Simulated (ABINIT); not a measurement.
Runs of ABINIT 10.8.3 (patched build) on MnS. The structure is cubic, space group Fm-3m (No. 225). Conventional cell: a = 5.209 Å, b = 5.209 Å, c = 5.209 Å, α = 90.00°, β = 90.00°, γ = 90.00°. Mn (site symmetry m-3m) has 6 S at 2.60 Å as nearest neighbours. Around S (site symmetry m-3m) lie 6 Mn at 2.60 Å. 

```csv
task,level,potentials or basis,k mesh,cutoff (eV),fine-grid cutoff,most SCF steps,mesh quality,gap on the mesh (eV),moment (μB)
single point,PBEsol,JTH PAW PBE v2.0,4 × 4 × 4,544,1088.46 eV,-,coarse,none,4.48
single point,HSE06,SPMS NC PBE v1.0,3 × 3 × 3,925,-,60,coarse,(c),(b)
single point,LDA,JTH PAW LDA v2.0,7 × 7 × 7,544,1088.46 eV,-,not flagged,none,4.57
band structure,LDA-PZ,JTH PAW LDA v2.0,9 × 9 × 9,544,1088.46 eV,-,not flagged,none,4.50
single point,LDA,JTH PAW LDA v2.0,4 × 4 × 4,544,1088.46 eV,-,coarse,none,4.38
single point,PBEsol,JTH PAW PBE v2.0,5 × 5 × 5,544,1088.46 eV,-,coarse,none,(a)
single point,LDA,JTH PAW LDA v2.0,5 × 5 × 5,544,1088.46 eV,-,coarse,none,4.46
single point,PBEsol,JTH PAW PBE v2.0,7 × 7 × 7,544,1088.46 eV,-,not flagged,none,4.66
```

Alike in all rows: spin collinear, ferromagnetic start; cell as given; smearing fermi-dirac 0.05 eV.

Problem. Fill in the values left out.

Solution. (a) 4.56; (b) 5.00; (c) 1.73.

Caveats: some runs use coarse meshes; a cell with one magnetic atom can't hold antiferromagnetic order, which such compounds often take; semilocal functionals often make such compounds metallic where correlation or magnetic order opens a gap, which also shifts bond lengths (some runs); exact exchange is summed on a coarse mesh, which widens gaps by tenths of an eV (some runs); Libxc's HSE differs a little from that of other programs (some runs); an odd mesh through Γ misses points on the zone boundary, where band edges often lie (some runs).

A gap of «none» marks a metal or a gap under the smearing width.

Runs at the PBE level aren't shown here.
